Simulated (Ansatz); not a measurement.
# TiSi2: relaxation of cell and atoms with PBE

TiSi2:

```xyz
3
Lattice="-1.4729 1.7121 4.2121 1.4729 -1.7121 4.2121 1.4729 1.7121 -4.2121" Properties=species:S:1:pos:R:3 pbc="T T T"
Ti    0.0000    0.0000    0.0000
Si    0.0000    0.0000    5.6448
Si    0.0000    0.0000    2.7793
```

The cell comes from a database or a generator and needn't be the stable form of this composition.

```json
{
 "Program": "Ansatz 0.2.0",
 "Task": "relaxation of cell and atoms",
 "Functional": "PBE",
 "Potentials or basis": "Ansatz PAW",
 "Cutoff": "420 eV (not typed: the program's choice for these potentials)",
 "k mesh": "12 × 12 × 12",
 "Occupations": "fermi-dirac, width 0.05 eV",
 "Spin": "no spin polarisation"
}
```

- Relaxed volume: 14.20 Å³/atom
- Relaxed cell: a = 4.773 Å, b = 4.773 Å, c = 4.773 Å, α = 143.88°, β = 137.97°, γ = 56.60°
- Space group after relaxing (to 0.05 Å): Immm (No. 71)
- Energy gained by relaxing: 0.2 meV/atom
- Ionic steps: 4
- Pressure after relaxing: 0.0 GPa
- Largest force after relaxing: 0.008 eV/Å
- Band gap on the k mesh: none (metal or under the smearing width)

Forces in eV/Å, atoms in the order of the input:
```
Ti   0.000  0.000  0.000
Si   0.000  0.000 -0.008
Si   0.000  0.000  0.008
```

Step by step:
| step | energy change (eV) | largest force (eV/Å) | volume (Å³) |
| --- | --- | --- | --- |
| 1 | 0.0000 | 0.0148 | 42.49 |
| 2 | -0.0006 | 0.0126 | 42.59 |
| 3 | -0.0006 | 0.0076 | 42.59 |
| 4 | -0.0006 | 0.0076 | 42.59 |

Final structure:
```
Ti Si
1.0
    -1.47990    1.71185    4.20257
     1.47990   -1.71185    4.20257
     1.47990    1.71185   -4.20257
Ti Si
1 2
Direct
  0.00000 0.00000 0.00000
  0.66988 0.66988 0.00000
  0.33012 0.33012 0.00000
```

Levels at points of the mesh, in eV from the Fermi level:
```
              k point  band 8  band 9  band 10  band 11  band 12  band 13
   (0.00, 0.00, 0.00)   -2.11   -0.61     0.70     2.09     2.39     3.14
  (0.00, 0.00, -0.50)   -4.68   -2.88    -1.27    -0.66     2.76     2.91
  (0.00, -0.50, 0.00)   -3.37   -0.92    -0.42     0.99     2.79     3.38
 (0.00, -0.50, -0.50)   -3.71   -0.66     0.91     2.02     2.59     3.55
(-0.50, -0.50, -0.50)   -1.23   -0.34     0.49     1.95     2.36     2.44
```

Wall time 6 s on 2 threads of AMD EPYC 9R45 96-Core Processor (Zen 5) (shared host), peak memory 0.51 GiB.

Caveat: the plane-wave basis is chosen anew once the cell has moved, so the energies of steps on either side of that aren't comparable.
